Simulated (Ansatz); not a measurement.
**Is this FeSi result the lowest state?**

The cell (4 atoms) is FeSi as an unrelaxed test cell, picked because its SCF is hard.

These are results of DFT, PBE, norm-conserving potentials, plane waves, scalar-relativistic in Ansatz development build ahead of 0.2.0, not measurements.

```yaml
crystal:
  lattice:
    - [3.396759, 0.0, 0.0]
    - [0.0, 3.396759, 0.0]
    - [0.0, 0.0, 4.803743]
  atoms:
    - { symbol: Fe, position: [0.0, 0.0, 0.0], spin: 1.0 }
    - { symbol: Fe, position: [0.5, 0.5, 0.5], spin: -1.0 }
    - { symbol: Si, position: [0.5, 0.5, 0.0] }
    - { symbol: Si, position: [0.0, 0.0, 0.5] }
hamiltonian:
  xc: pbe
  pseudopotentials: { kind: nc }
kpoints:
  mp_grid: { grid: [1, 1, 1], shift: [0, 0, 0] }
magnetization:
  spin_polarized: true
scf:
  occupations: { method: fermi_dirac }
```

Settings in force: cutoff 1225 eV, smearing width 0.1 eV; default search for lower states.

The run converged after 19 iterations in all: antiferromagnetic, site moments Fe1 2.05, Fe2 -2.05 μB, total 0.00 μB per cell.

One k-point is far from converged for this cell: the case tests the SCF and predicts nothing for the material.

Site moments are taken inside atomic spheres and don't add up to the total.

Q: The run converged. Is this the lowest state of the cell, and if not, what lies lower and how is it reached?

A: No. A state 123 meV/atom (0.492 eV per cell) lower exists in this cell: ferromagnetic with opposed moments on main-group atoms, site moments Fe1 -1.67, Fe2 -1.67, Si3 0.21, Si4 0.21 μB, total -2.46 μB per cell. It was reached from: full search for lower states [Fe1 2.00, Fe2 -2.00 μB]. In that state's runs the program notes a lower state that it didn't reach. Orders that need a larger cell or non-collinear spins weren't tried. No run without spin polarisation was made.
